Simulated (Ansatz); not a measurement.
# VO2: enthalpy against pressure

VO2, P4_2/mnm, a = 4.482 Å, c = 3.026 Å. The compound has several low-lying forms, and this is one of them. Ansatz: PBE+U, PAW, 420 eV, Γ-centred 6×6×10 mesh on 6 atoms, Gaussian smearing 0.02 eV; U_eff V 3.25 eV; collinear spin, largest moment 0.9 μB. Cell and atoms are relaxed at each pressure, and no other structure is tried, so the rows at high pressure may lie past a change of phase. y is the enthalpy over the state at zero pressure; there V0 = 10.130 Å³/atom. The pressures are the targets, met within 0.05 GPa.

| P (GPa) | y (eV/atom) |
| --- | --- |
| -1.0 | -0.0634 |
| 0.0 | 0.0000 |
| 1.0 | 0.0631 |
| 4.0 | 0.2508 |
| 12.0 | 0.7409 |
| 25.0 | 1.5091 |
| 50.0 | ? |
| 90.0 | 4.9904 |

Task: Fit y = c1 P + c2 P² + c3 P³ to the other rows, say what c1 and c2 mean, and predict the missing value.

Result: Least squares on the rows shown. y = 0.063151 P − 0.00012149 P² + 3.9904×10⁻⁷ P³. Since dH/dP = V, c1 is V0: 0.063151 eV/GPa × 160.2 = 10.117 Å³ against 10.130; c2 = −V0/(2B0) gives B0 = 260 GPa, where a Birch–Murnaghan fit to the volumes of the same runs (not shown) gives 233 GPa: a cubic over this range folds the higher terms into c2. At P = 50.0 the fit asked for gives 2.9037 eV/atom. The run gave 2.9086 eV/atom, so the fit is 0.0049 eV/atom too low, 0.097 % of the span of the series, against an rms of 0.00009 eV/atom on the fitted rows. With a term in P⁴ added, a fit to the same known rows predicts 2.9111 eV/atom, a smaller miss on the other side.

The state reached may not be the lowest one. Moments started parallel, and an antiferromagnetic order may lie lower. The mesh isn't the same in all rows (6×6×10, 8×8×10).

Cost: 8 runs of about 7.6 core-minutes in all, on Intel Xeon 6975P-C (Granite Rapids) (shared hosts).